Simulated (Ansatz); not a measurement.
Set up this calculation in Ansatz 0.2.0, as the native input.

* Task: relaxation of cell and atoms
* Functional: PBEsol
* Dispersion: D4
* Potentials or basis: Ansatz PAW
* Cutoff: 420 eV (not typed: the program's choice for these potentials)
* k mesh: 11 × 11 × 11
* Occupations: fermi-dirac, width 0.05 eV
* Spin: no spin polarisation

Ag:

```xyz
1
Lattice="-1.6557 1.6557 1.6557 1.6557 -1.6557 1.6557 1.6557 1.6557 -1.6557" Properties=species:S:1:pos:R:3 pbc="T T T"
Ag    0.0000    0.0000    0.0000
```

This isn't the form of Ag at room conditions, which is fcc.

One way to write it, as run:

input.yaml

```yaml
crystal:
  lattice:
    - [-1.655654, 1.655654, 1.655654]
    - [1.655654, -1.655654, 1.655654]
    - [1.655654, 1.655654, -1.655654]
  atoms:
    - { symbol: Ag, position: [0.0, 0.0, 0.0] }
hamiltonian:
  xc: pbesol
  pseudopotentials: { kind: paw }
  dispersion: d4
kpoints:
  mp_grid: { grid: [11, 11, 11] }
scf:
  occupations: { method: fermi_dirac, width: 0.05 }
output:
  forces: true
  stress: true
  eigenvalues: true
relax:
  f_tol: 0.01
  max_steps: 40
  cell: { stress_tol: 0.05 }
```

Potentials or basis: Ansatz PAW.

Launch:

```sh
$ ansatz run input.yaml --threads 2 --pin off --max-ram 5632MiB --backend cpu --events-out ev --progress --plain --runs-dir out
```

It gave:

```yaml
Relaxed_volume: 16.37 Å³/atom
Relaxed_cell: a = 2.770 Å, b = 2.770 Å, c = 2.770 Å, α = 109.47°, β = 109.47°, γ = 109.47°
Space_group_after_relaxing_to_0.05_Å: Im-3m (No. 229)
Energy_gained_by_relaxing: 61.6 meV/atom
Ionic_steps: 5
Pressure_after_relaxing: 0.0 GPa
Band_gap_on_the_k_mesh: none (metal or under the smearing width)
```

Caveat: the plane-wave basis is chosen anew once the cell has moved, so the energies of steps on either side of that aren't comparable; pairwise dispersion overbinds metals, which lowers pressure and volume; the PAW data sets come from PBE, with cores solved anew for the run's functional, which leaves a small shift of forces and pressure.

Wall time 3.2 s on 2 threads of Arm Neoverse V1 (shared host), peak memory 0.27 GiB.
